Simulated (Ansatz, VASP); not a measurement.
# SnO2 in VASP and in Ansatz

```
Sn O
1.0
     1.59099    0.91856    4.37077
    -1.59099    0.91856    4.37077
     0.00000   -1.83711    4.37077
Sn O
1 2
Direct
  0.50000 0.50000 0.50000
  0.22239 0.22239 0.22239
  0.77761 0.77761 0.77761
```

Alike in both runs: task single point; functional PBEsol; k mesh 12 × 12 × 12; occupations gaussian, width 0.05 eV; no spin polarisation.

```csv
,VASP,Ansatz
version,VASP 6.6.1,Ansatz 0.2.0
potentials or method,"VASP PAW PBE potentials, release 64 (Sn_d, O)","scalar-relativistic, plane waves, PAW"
plane-wave cutoff (eV),520,520
valence electrons in the cell,26,26
```

```tsv
	VASP	Ansatz	Ansatz less VASP
gap on the k mesh at the Fermi level (eV)	2.54	2.54	0.000
least direct gap on the mesh (eV)	3.74	3.72	-0.012
rms of the force components (eV/Å)	2.178	2.137	-0.0408
```

Atom by atom the forces differ by 0.041 eV/Å (rms over components). With one functional, cell and mesh, what is left measures potentials, basis and numerics. Ansatz warned: «pseudo_functional_mismatch».

Caveats: the PAW data sets were made with another functional, which shifts forces and pressure a little (VASP); spin-orbit coupling is left out, which moves the levels of the heavy elements. A k mesh can miss the band edges.
